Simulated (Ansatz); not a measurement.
# BaO (rocksalt): equation of state and elastic constants

How stiff is BaO (rocksalt)? Energies and pressures are computed at volumes on both sides of the relaxed cell and fitted, then the elastic tensor.

Computed with Ansatz 0.2.0 (DFT r²SCAN, scalar-relativistic, plane waves, PAW, unless a step's input says otherwise).

2 further runs of the same task are left out: 2 that didn't finish. Runs told in other sessions of the task aren't counted.

## (1) The structure to begin with

It takes space group Fm-3m (No. 225, cubic). Conventional cell: a = 5.544 Å, b = 5.544 Å, c = 5.544 Å, α = 90.00°, β = 90.00°, γ = 90.00°. Around Ba (site symmetry m-3m) lie 6 O at 2.77 Å. Around O (site symmetry m-3m) lie 6 Ba at 2.77 Å.

As a file:

```
CELL_PARAMETERS angstrom
0.00000 2.77199 2.77199
2.77199 0.00000 2.77199
2.77199 2.77199 0.00000
ATOMIC_POSITIONS crystal
Ba 0.50000 0.50000 0.50000
O 0.00000 0.00000 0.00000
```

This cell comes from an earlier session at r²SCAN: 21.300 Å³/atom at 0.00 GPa, on a 8×8×8 mesh.

Volume factors to run: 0.980, 1.020, 0.960, 1.040, 1.070.

## (2) Scaling the volume by 0.980

input.yaml reads:

```yaml
crystal:
  lattice:
    - [0.0, 2.7533901401, 2.7533901401]
    - [2.7533901401, 0.0, 2.7533901401]
    - [2.7533901401, 2.7533901401, 0.0]
  atoms:
    - { symbol: Ba, position: [0.5, 0.5, 0.5] }
    - { symbol: O, position: [0.0, 0.0, 0.0] }
basis:
  ecutwfc: 500
  ecutrho_ratio: 4
kpoints:
  mp_grid: { grid: [8, 8, 8] }
hamiltonian:
  xc: r2scan
scf:
  occupations: { method: gaussian, width: 0.05 }
output:
  forces: true
  stress: true
  eigenvalues: true
```

Command:

```sh
$ ansatz run input.yaml --threads 2 --pin off --max-ram 2662MiB --backend cpu --events-out ev --progress --plain --runs-dir out
```

What it wrote, cut to the lines that bear on the results:

```text
Warning: RAYON_NUM_THREADS=2 ignored (pool sized by the plan → 2); use --threads N
[...]
Pseudopotentials: kind: paw
Pseudopotential: Ba, paw, valence charge 10, recommended cutoff 500 eV (meta_gga), Ba.paw.azcp
Pseudopotential: O, paw, valence charge 6, recommended cutoff 500 eV (meta_gga), O.paw.azcp
Functional definition: r2SCAN
[...]
Crystal: 2 atoms, lattice volume = 41.748 Å³
Basis set: ecut = 500 eV, 1067 PW (Γ), exchange–correlation on 120×120×120 points (64 copies of the dense FFT grid, shifted against one another)
Bands: 12, of which v1, the nominal top of the filled ones, is band 8 counted from 1 (7 counted from 0)
Symmetry: 48 space group operations
Space group: Fm-3m (ITA 225), of the structure as read, at distance tolerance 3.5e-5 Å
k-points: 29 of 512
[...]
SCF iter   1: F=—  HF=-6535.869198 eV  |F-HF|=—  |Δ(HF+E_count)|=         —  Δρ=9.73e-3  dr2=5.91e-2  dr2_τ=5.09e-2  ethr=1.77e-3  ⟨swp⟩=7.4  Hψ=2772  notcnv=0
[...]
SCF iter   7: F=-6535.957781 eV  HF=-6535.957781 eV  |F-HF|=6.43e-9  |Δ(HF+E_count)|=   8.12e-9  Δρ=4.36e-6  dr2=7.82e-9  dr2_τ=8.00e-10  ethr=6.25e-10  ⟨swp⟩=5.1  Hψ=1724  notcnv=0
[...]
SCF converged after 7 iterations
Free energy (F): -6535.957781 eV
[...]
E sigma→0 (E₀):  -6535.957781 eV
Fermi energy:    9.749394 eV
[...]
--- Forces (eV/Å), atoms counted from 1 ---
  atom   1  Ba     0.00000000    -0.00000000     0.00000000
  atom   2  O     -0.00000000     0.00000000    -0.00000000
[...]
--- Stress (GPa, compression-positive) ---
        1.604363      -0.000000       0.000000
        0.000000       1.604363      -0.000000
        0.000000       0.000000       1.604363
  P = ⅓ Tr σ = 1.6044 GPa (16.044 kbar)
--- Band table (eV; the first three rows and the last of 29) ---
  k-point 0: bands = ["-17.9832", "-7.4448", "-2.0497", "-2.0497", "-2.0497", "8.0659", "8.0659", "8.0659", "12.8698", "13.7656", "13.7656", "13.7657"]
[...]
```

Wall time 0.62 s (2 threads of AMD EPYC 9R45 (Zen 5), shared host); peak memory 0.48 GiB.

In short: volume 20.874 Å³/atom, pressure 1.60 GPa, gap on the mesh 2.31 eV.

## (3) At 1.020 of the relaxed volume

Changes to input.yaml since step 2:

```diff
@@ -2,5 +2,5 @@
   lattice:
-    - [0.0, 2.7533901401, 2.7533901401]
-    - [2.7533901401, 0.0, 2.7533901401]
-    - [2.7533901401, 2.7533901401, 0.0]
+    - [0.0, 2.7903528076, 2.7903528076]
+    - [2.7903528076, 0.0, 2.7903528076]
+    - [2.7903528076, 2.7903528076, 0.0]
   atoms:
```

Command:

```sh
$ ansatz run input.yaml --threads 2 --pin off --max-ram 2662MiB --backend cpu --events-out ev --progress --plain --runs-dir out
```

What it wrote, cut to the lines that bear on the results:

```text
Warning: RAYON_NUM_THREADS=2 ignored (pool sized by the plan → 2); use --threads N
[...]
Pseudopotentials: kind: paw
Pseudopotential: Ba, paw, valence charge 10, recommended cutoff 500 eV (meta_gga), Ba.paw.azcp
Pseudopotential: O, paw, valence charge 6, recommended cutoff 500 eV (meta_gga), O.paw.azcp
Functional definition: r2SCAN
[...]
Crystal: 2 atoms, lattice volume = 43.452 Å³
Basis set: ecut = 500 eV, 1067 PW (Γ), exchange–correlation on 120×120×120 points (64 copies of the dense FFT grid, shifted against one another)
Bands: 12, of which v1, the nominal top of the filled ones, is band 8 counted from 1 (7 counted from 0)
Symmetry: 48 space group operations
Space group: Fm-3m (ITA 225), of the structure as read, at distance tolerance 3.5e-5 Å
k-points: 29 of 512
[...]
SCF iter   1: F=—  HF=-6535.876148 eV  |F-HF|=—  |Δ(HF+E_count)|=         —  Δρ=9.66e-3  dr2=6.18e-2  dr2_τ=4.71e-2  ethr=1.77e-3  ⟨swp⟩=7.5  Hψ=2797  notcnv=0
[...]
SCF iter   7: F=-6535.958080 eV  HF=-6535.958080 eV  |F-HF|=7.11e-9  |Δ(HF+E_count)|=   1.19e-8  Δρ=4.33e-6  dr2=8.70e-9  dr2_τ=8.16e-10  ethr=6.25e-10  ⟨swp⟩=5.4  Hψ=1774  notcnv=0
[...]
SCF converged after 7 iterations
Free energy (F): -6535.958080 eV
[...]
E sigma→0 (E₀):  -6535.958080 eV
Fermi energy:    9.266388 eV
[...]
--- Forces (eV/Å), atoms counted from 1 ---
  atom   1  Ba     0.00000000    -0.00000000    -0.00000000
  atom   2  O     -0.00000000    -0.00000000     0.00000000
[...]
--- Stress (GPa, compression-positive) ---
       -1.434733       0.000000       0.000000
        0.000000      -1.434733      -0.000000
       -0.000000       0.000000      -1.434733
  P = ⅓ Tr σ = -1.4347 GPa (-14.347 kbar)
--- Band table (eV; the first three rows and the last of 29) ---
  k-point 0: bands = ["-18.5308", "-7.8720", "-2.6779", "-2.6779", "-2.6779", "7.6361", "7.6361", "7.6361", "12.1350", "13.2375", "13.2375", "13.2375"]
[...]
```

It took 0.64 s on 2 threads of AMD EPYC 9R45 (Zen 5), shared host; peak memory 0.47 GiB.

This gives: volume 21.726 Å³/atom, pressure -1.43 GPa, mesh gap 2.44 eV.

## (4) Volume × 0.960

Changes to input.yaml since step 3:

```diff
@@ -2,5 +2,5 @@
   lattice:
-    - [0.0, 2.7903528076, 2.7903528076]
-    - [2.7903528076, 0.0, 2.7903528076]
-    - [2.7903528076, 2.7903528076, 0.0]
+    - [0.0, 2.7345307117, 2.7345307117]
+    - [2.7345307117, 0.0, 2.7345307117]
+    - [2.7345307117, 2.7345307117, 0.0]
   atoms:
```

Command:

```sh
$ ansatz run input.yaml --threads 2 --pin off --max-ram 2662MiB --backend cpu --events-out ev --progress --plain --runs-dir out
```

What it wrote, cut to the lines that bear on the results:

```text
Warning: RAYON_NUM_THREADS=2 ignored (pool sized by the plan → 2); use --threads N
[...]
Pseudopotentials: kind: paw
Pseudopotential: Ba, paw, valence charge 10, recommended cutoff 500 eV (meta_gga), Ba.paw.azcp
Pseudopotential: O, paw, valence charge 6, recommended cutoff 500 eV (meta_gga), O.paw.azcp
Functional definition: r2SCAN
[...]
Crystal: 2 atoms, lattice volume = 40.896 Å³
Basis set: ecut = 500 eV, 1037 PW (Γ), exchange–correlation on 120×120×120 points (64 copies of the dense FFT grid, shifted against one another)
Bands: 12, of which v1, the nominal top of the filled ones, is band 8 counted from 1 (7 counted from 0)
Symmetry: 48 space group operations
Space group: Fm-3m (ITA 225), of the structure as read, at distance tolerance 3.4e-5 Å
k-points: 29 of 512
[...]
SCF iter   1: F=—  HF=-6535.852541 eV  |F-HF|=—  |Δ(HF+E_count)|=         —  Δρ=9.84e-3  dr2=5.87e-2  dr2_τ=5.32e-2  ethr=1.77e-3  ⟨swp⟩=7.2  Hψ=2765  notcnv=0
[...]
SCF iter   7: F=-6535.944578 eV  HF=-6535.944578 eV  |F-HF|=4.58e-9  |Δ(HF+E_count)|=   7.71e-9  Δρ=3.75e-6  dr2=5.61e-9  dr2_τ=6.03e-10  ethr=6.25e-10  ⟨swp⟩=5.1  Hψ=1656  notcnv=0
[...]
SCF converged after 7 iterations
Free energy (F): -6535.944578 eV
[...]
E sigma→0 (E₀):  -6535.944578 eV
Fermi energy:    10.007074 eV
[...]
--- Forces (eV/Å), atoms counted from 1 ---
  atom   1  Ba     0.00000000    -0.00000000    -0.00000000
  atom   2  O     -0.00000000     0.00000000    -0.00000000
[...]
--- Stress (GPa, compression-positive) ---
        3.396831      -0.000000      -0.000000
        0.000000       3.396831      -0.000000
        0.000000      -0.000000       3.396831
  P = ⅓ Tr σ = 3.3968 GPa (33.968 kbar)
--- Band table (eV; the first three rows and the last of 29) ---
  k-point 0: bands = ["-17.6982", "-7.2148", "-1.7185", "-1.7185", "-1.7185", "8.2953", "8.2953", "8.2953", "13.2626", "14.0444", "14.0444", "14.0444"]
[...]
```

Run time: 0.62 s. Hardware: 2 threads of AMD EPYC 9R45 (Zen 5), shared host; peak memory 0.47 GiB.

This gives: volume 20.448 Å³/atom, pressure 3.40 GPa, mesh gap 2.23 eV.

## (5) At 1.040 of the relaxed volume

Changes to input.yaml since step 4:

```diff
@@ -2,5 +2,5 @@
   lattice:
-    - [0.0, 2.7345307117, 2.7345307117]
-    - [2.7345307117, 0.0, 2.7345307117]
-    - [2.7345307117, 2.7345307117, 0.0]
+    - [0.0, 2.8084724894, 2.8084724894]
+    - [2.8084724894, 0.0, 2.8084724894]
+    - [2.8084724894, 2.8084724894, 0.0]
   atoms:
@@ -21 +21,5 @@
   eigenvalues: true
+  write_density: true
+  write_potential: true
+  elf: true
+  volumetric_format: npy
```

Command:

```sh
$ ansatz run input.yaml --threads 2 --pin off --max-ram 2662MiB --backend cpu --events-out ev --progress --plain --runs-dir out
```

What it wrote, cut to the lines that bear on the results:

```text
Warning: RAYON_NUM_THREADS=2 ignored (pool sized by the plan → 2); use --threads N
[...]
Pseudopotentials: kind: paw
Pseudopotential: Ba, paw, valence charge 10, recommended cutoff 500 eV (meta_gga), Ba.paw.azcp
Pseudopotential: O, paw, valence charge 6, recommended cutoff 500 eV (meta_gga), O.paw.azcp
Functional definition: r2SCAN
[...]
Crystal: 2 atoms, lattice volume = 44.304 Å³
Basis set: ecut = 500 eV, 1139 PW (Γ), exchange–correlation on 120×120×120 points (64 copies of the dense FFT grid, shifted against one another)
Bands: 12, of which v1, the nominal top of the filled ones, is band 8 counted from 1 (7 counted from 0)
Symmetry: 48 space group operations
Space group: Fm-3m (ITA 225), of the structure as read, at distance tolerance 3.5e-5 Å
k-points: 29 of 512
[...]
SCF iter   1: F=—  HF=-6535.868246 eV  |F-HF|=—  |Δ(HF+E_count)|=         —  Δρ=9.66e-3  dr2=6.36e-2  dr2_τ=4.56e-2  ethr=1.77e-3  ⟨swp⟩=7.7  Hψ=2806  notcnv=0
[...]
SCF iter   7: F=-6535.946973 eV  HF=-6535.946973 eV  |F-HF|=6.04e-9  |Δ(HF+E_count)|=   1.00e-8  Δρ=3.86e-6  dr2=7.54e-9  dr2_τ=6.66e-10  ethr=6.25e-10  ⟨swp⟩=9.1  Hψ=2533  notcnv=0
[...]
SCF converged after 7 iterations
Free energy (F): -6535.946973 eV
[...]
E sigma→0 (E₀):  -6535.946973 eV
Fermi energy:    9.039810 eV
[...]
--- Forces (eV/Å), atoms counted from 1 ---
  atom   1  Ba     0.00000000    -0.00000000     0.00000000
  atom   2  O     -0.00000000     0.00000000     0.00000000
[...]
--- Stress (GPa, compression-positive) ---
       -2.719130       0.000000      -0.000000
        0.000000      -2.719130       0.000000
       -0.000000       0.000000      -2.719130
  P = ⅓ Tr σ = -2.7191 GPa (-27.191 kbar)
--- Band table (eV; the first three rows and the last of 29) ---
  k-point 0: bands = ["-18.7939", "-8.0710", "-2.9761", "-2.9761", "-2.9761", "7.4345", "7.4345", "7.4345", "11.7909", "12.9870", "12.9870", "12.9870"]
[...]
```

It took 0.76 s on 2 threads of AMD EPYC 9R45 (Zen 5), shared host; peak memory 0.48 GiB.

In short: volume 22.152 Å³/atom, pressure -2.72 GPa, mesh gap 2.50 eV.

The maps below are laid out on this run's own conventional cell (a, b, c = 5.617, 5.617, 5.617 Å).

Density in a lattice plane of the grid's cell (edges 5.62 and 5.62 Å, at 0.000 of the third edge), which holds Ba and O.

Ten even steps from '0' (0.04 e/Å³) to '9' (7.50 e/Å³):
```
763100001111011110000136
321000000111111100000012
000000000011111000000000
000000000000000000000000
000000000000000000000000
000000000000000000000000
111000000000000000000011
111100000012321000000111
011110000136763100001111
001110000148984100001110
011110000136763100001111
111100000012321000000111
111000000000000000000011
000000000000000000000000
000000000000000000000000
000000000000000000000000
000000000011111000000000
321000000111111100000012
763100001111011110000136
984100001110001110000148
```
Columns run along the first of these edges and rows up along the second, over one cell in 24 and 20 even steps from the bottom left corner. Atoms in the plane (fractional): Ba at (0.00, 0.50), Ba at (0.50, 0.00), O at (0.00, 0.00), O at (0.50, 0.50).

ELF in the same plane.

Values, 12 rows by 12 columns:
```
0.77 0.81 0.51 0.09 0.80 0.76 0.36 0.77 0.80 0.09 0.51 0.81
0.59 0.51 0.26 0.04 0.46 0.80 0.84 0.80 0.46 0.05 0.26 0.51
0.12 0.09 0.04 0.01 0.04 0.09 0.12 0.09 0.05 0.02 0.05 0.09
0.84 0.80 0.46 0.04 0.26 0.51 0.59 0.51 0.26 0.05 0.46 0.80
0.36 0.76 0.80 0.09 0.51 0.81 0.77 0.81 0.51 0.09 0.80 0.77
0.05 0.36 0.84 0.12 0.59 0.77 0.23 0.77 0.59 0.12 0.84 0.36
0.36 0.77 0.80 0.09 0.51 0.81 0.77 0.81 0.51 0.09 0.80 0.76
0.84 0.80 0.46 0.05 0.26 0.51 0.59 0.51 0.26 0.04 0.46 0.80
0.12 0.09 0.05 0.02 0.05 0.09 0.12 0.09 0.04 0.01 0.04 0.09
0.59 0.51 0.26 0.05 0.46 0.80 0.84 0.80 0.46 0.04 0.26 0.51
0.77 0.81 0.51 0.09 0.80 0.77 0.36 0.76 0.80 0.09 0.51 0.81
0.23 0.77 0.59 0.12 0.84 0.36 0.05 0.36 0.84 0.12 0.59 0.77
```
Columns run along the first of these edges and rows up along the second, over one cell in 12 and 12 even steps from the bottom left corner. Atoms in the plane (fractional): Ba at (0.00, 0.50), Ba at (0.50, 0.00), O at (0.00, 0.00), O at (0.50, 0.50).

Both are smooth fields of the valence electrons: close to the nuclei they are not physical.

The highest ELF values outside the cores: 0.83 in the shell around O, 0.6 Å from O.

## (6) Volume × 1.070

input.yaml reads:

```yaml
crystal:
  lattice:
    - [0.0, 2.8352214564, 2.8352214564]
    - [2.8352214564, 0.0, 2.8352214564]
    - [2.8352214564, 2.8352214564, 0.0]
  atoms:
    - { symbol: Ba, position: [0.5, 0.5, 0.5] }
    - { symbol: O, position: [0.0, 0.0, 0.0] }
basis:
  ecutwfc: 500
  ecutrho_ratio: 4
kpoints:
  mp_grid: { grid: [8, 8, 8] }
hamiltonian:
  xc: r2scan
scf:
  occupations: { method: gaussian, width: 0.05 }
output:
  forces: true
  stress: true
  eigenvalues: true
```

Command:

```sh
$ ansatz run input.yaml --threads 2 --pin off --max-ram 2662MiB --backend cpu --events-out ev --progress --plain --runs-dir out
```

What it wrote, cut to the lines that bear on the results:

```text
Warning: RAYON_NUM_THREADS=2 ignored (pool sized by the plan → 2); use --threads N
[...]
Pseudopotentials: kind: paw
Pseudopotential: Ba, paw, valence charge 10, recommended cutoff 500 eV (meta_gga), Ba.paw.azcp
Pseudopotential: O, paw, valence charge 6, recommended cutoff 500 eV (meta_gga), O.paw.azcp
Functional definition: r2SCAN
[...]
Crystal: 2 atoms, lattice volume = 45.582 Å³
Basis set: ecut = 500 eV, 1139 PW (Γ), exchange–correlation on 120×120×120 points (64 copies of the dense FFT grid, shifted against one another)
Bands: 12, of which v1, the nominal top of the filled ones, is band 8 counted from 1 (7 counted from 0)
Symmetry: 48 space group operations
Space group: Fm-3m (ITA 225), of the structure as read, at distance tolerance 3.6e-5 Å
k-points: 29 of 512
[...]
SCF iter   1: F=—  HF=-6535.844126 eV  |F-HF|=—  |Δ(HF+E_count)|=         —  Δρ=9.62e-3  dr2=6.55e-2  dr2_τ=4.33e-2  ethr=1.77e-3  ⟨swp⟩=7.7  Hψ=2781  notcnv=0
[...]
SCF iter   7: F=-6535.918407 eV  HF=-6535.918407 eV  |F-HF|=7.05e-9  |Δ(HF+E_count)|=   3.77e-8  Δρ=4.38e-6  dr2=8.93e-9  dr2_τ=8.94e-10  ethr=6.25e-10  ⟨swp⟩=5.6  Hψ=1803  notcnv=0
[...]
SCF converged after 7 iterations
Free energy (F): -6535.918407 eV
[...]
E sigma→0 (E₀):  -6535.918407 eV
Fermi energy:    8.716976 eV
[...]
--- Forces (eV/Å), atoms counted from 1 ---
  atom   1  Ba     0.00000000    -0.00000000     0.00000000
  atom   2  O     -0.00000000     0.00000000    -0.00000000
[...]
--- Stress (GPa, compression-positive) ---
       -4.396475      -0.000000       0.000000
       -0.000000      -4.396475      -0.000000
       -0.000000      -0.000000      -4.396475
  P = ⅓ Tr σ = -4.3965 GPa (-43.965 kbar)
--- Band table (eV; the first three rows and the last of 29) ---
  k-point 0: bands = ["-19.1756", "-8.3528", "-3.4050", "-3.4050", "-3.4050", "7.1473", "7.1473", "7.1473", "11.3016", "12.6268", "12.6268", "12.6268"]
[...]
```

It took 0.63 s on 2 threads of AMD EPYC 9R45 (Zen 5), shared host; peak memory 0.48 GiB.

This gives: volume 22.791 Å³/atom, pressure -4.40 GPa, gap on the mesh 2.57 eV.

## (7) Energy and pressure against volume

Energies have the smearing extrapolated to zero and count from the lowest point.

```csv
volume (Å³/atom),energy (meV/atom),pressure (GPa),gap (eV)
20.448,8.70,3.40,2.23
20.874,2.09,1.60,2.31
21.300,0.00,0.00,2.38
21.726,1.95,-1.43,2.44
22.152,7.50,-2.72,2.50
22.791,21.78,-4.40,2.57
```

volume (Å³/atom), energy (meV/atom) and a bar:
```
    20.45        8.7 ############
    20.87        2.1 ###
    21.30        0.0 
    21.73        1.9 ###
    22.15        7.5 ##########
    22.79       21.8 ##############################
```

## (8) The elastic tensor from strained cells

Changes to input.yaml since step 6:

```diff
@@ -2,5 +2,5 @@
   lattice:
-    - [0.0, 2.8352214564, 2.8352214564]
-    - [2.8352214564, 0.0, 2.8352214564]
-    - [2.8352214564, 2.8352214564, 0.0]
+    - [0.0, 2.7719946919, 2.7719946919]
+    - [2.7719946919, 0.0, 2.7719946919]
+    - [2.7719946919, 2.7719946919, 0.0]
   atoms:
@@ -21 +21,4 @@
   eigenvalues: true
+elastic:
+  mode: relaxed_ion
+  stencil: two_point
```

Command:

```sh
$ ansatz run input.yaml --threads 2 --pin off --max-ram 2662MiB --backend cpu --events-out ev --progress --plain --runs-dir out
```

What it wrote, cut to the lines that bear on the results:

```text
Warning: RAYON_NUM_THREADS=2 ignored (pool sized by the plan → 2); use --threads N
[...]
Pseudopotentials: kind: paw
Pseudopotential: Ba, paw, valence charge 10, recommended cutoff 500 eV (meta_gga), Ba.paw.azcp
Pseudopotential: O, paw, valence charge 6, recommended cutoff 500 eV (meta_gga), O.paw.azcp
Functional definition: r2SCAN
[...]
Crystal: 2 atoms, lattice volume = 42.600 Å³
Basis set: ecut = 500 eV, 1067 PW (Γ), exchange–correlation on 120×120×120 points (64 copies of the dense FFT grid, shifted against one another)
Bands: 12, of which v1, the nominal top of the filled ones, is band 8 counted from 1 (7 counted from 0)
Symmetry: 48 space group operations
Space group: Fm-3m (ITA 225), of the structure as read, at distance tolerance 3.5e-5 Å
k-points: 29 of 512
[...]
  moduli (Voigt/Reuss/Hill, GPa): K = 75.87/75.87/75.87   G = 37.41/37.10/37.26   E = 96.05   ν = 0.289
  mechanically stable: yes (min eigenvalue of sym C = 34.57 GPa)
  strain η (Voigt 11):  stress-route row diagonal C_11 = 131.44 GPa, energy-path curvature d²(F+E_count+ΔE)/dδ²/Ω₀ = 131.40 GPa
         δ    σ_11 (GPa)             F (eV)   n_scf  n_hpsi   n_pw
    -2.000e-3      -0.2665       -6535.9618936       9   18635   1098   relax 0 steps, max|allowed force component| 3.16e-30 eV/Å
     2.000e-3       0.2593       -6535.9618984       7   15150   1106   relax 0 steps, max|allowed force component| 7.15e-31 eV/Å
  strain η (Voigt 23):  stress-route row diagonal C_44 = 34.57 GPa, energy-path curvature d²(F+E_count+ΔE)/dδ²/Ω₀ = 34.52 GPa
         δ    σ_23 (GPa)             F (eV)   n_scf  n_hpsi   n_pw
    -2.000e-3      -0.0691       -6535.9619466       8   27539   1106   relax 0 steps, max|allowed force component| 7.89e-30 eV/Å
     2.000e-3       0.0691       -6535.9619466       6   22326   1106   relax 0 steps, max|allowed force component| 2.96e-30 eV/Å
```

Run time: 5.6 s. Hardware: 2 threads of AMD EPYC 9R45 (Zen 5), shared host; peak memory 0.56 GiB.

Result: volume 21.300 Å³/atom, pressure 0.00 GPa, gap on the mesh 2.38 eV.

The elastic tensor (GPa, Voigt order xx, yy, zz, yz, xz, xy, in the frame of the lattice vectors):

```
131.4  48.1  48.1   0.0   0.0   0.0
 48.1 131.4  48.1   0.0   0.0   0.0
 48.1  48.1 131.4   0.0   0.0   0.0
  0.0   0.0   0.0  34.6   0.0   0.0
  0.0   0.0   0.0   0.0  34.6   0.0
  0.0   0.0   0.0   0.0   0.0  34.6
```

```csv
modulus (GPa),Voigt,Reuss,Hill
bulk,75.9,75.9,75.9
shear,37.4,37.1,37.3
```

Young's modulus along Cartesian directions: [100] 106, [010] 106, [001] 106, [110] 94, [101] 94, [011] 94, [111] 90 GPa.

## (9) Summary of results

```
          quantity            value
                V0   21.300 Å³/atom
                B0           76 GPa
               B0′              4.6
scatter of the fit   0.001 meV/atom
     C11, C12, C44  131, 48, 35 GPa
    K, G, E (Hill)   76, 37, 96 GPa
   Poisson's ratio             0.29
```

What this shows: The fitted minimum lies at 21.30 Å³/atom, and the bulk modulus is 76 GPa. One per cent of compression takes about 0.76 GPa. The gap on the mesh opens from 2.23 to 2.57 eV as the cell expands over this range. All eigenvalues of the tensor are positive, so the cell is mechanically stable. K/G = 2.04 lies over Pugh's 1.75, an empirical mark of ductile behaviour drawn from metals, and the universal anisotropy index of 0.04 is close to the isotropic zero. The bulk moduli from the tensor and from the fit agree within 1 %. These are values at 0 K without zero-point motion.
